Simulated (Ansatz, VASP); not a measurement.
# WS2 (Tungstenite) in VASP and in Ansatz

```
S W
1.0
     3.15938    0.00000    0.00000
    -1.57969    2.73611    0.00000
     0.00000    0.00000   32.29964
S W
2 1
Direct
  0.33333 0.66667 0.45120
  0.33333 0.66667 0.54880
  0.66667 0.33333 0.50000
```

Alike in both runs: task single point; functional LDA; k mesh 12 × 12 × 1; occupations gaussian, width 0.02 eV; no spin polarisation.

|  | VASP | Ansatz |
| --- | --- | --- |
| version | VASP 6.6.1 | Ansatz 0.2.0 |
| potentials or method | VASP PAW LDA potentials, release 64 (S, W_sv) | scalar-relativistic, plane waves, PAW |
| plane-wave cutoff (eV) | 520 | 420 |
| valence electrons in the cell | 26 | 26 |

|  | VASP | Ansatz | Ansatz less VASP |
| --- | --- | --- | --- |
| gap on the k mesh at the Fermi level (eV) | 1.91 | 1.90 | -0.011 |
| least direct gap on the mesh (eV) | 1.91 | 1.90 | -0.011 |
| rms of the force components (eV/Å) | 0.243 | 0.265 | +0.0219 |

Ansatz warned: «xc_potential_rough_in_thin_density».

Caveats: spin-orbit coupling is left out, which moves the levels of the heavy elements.
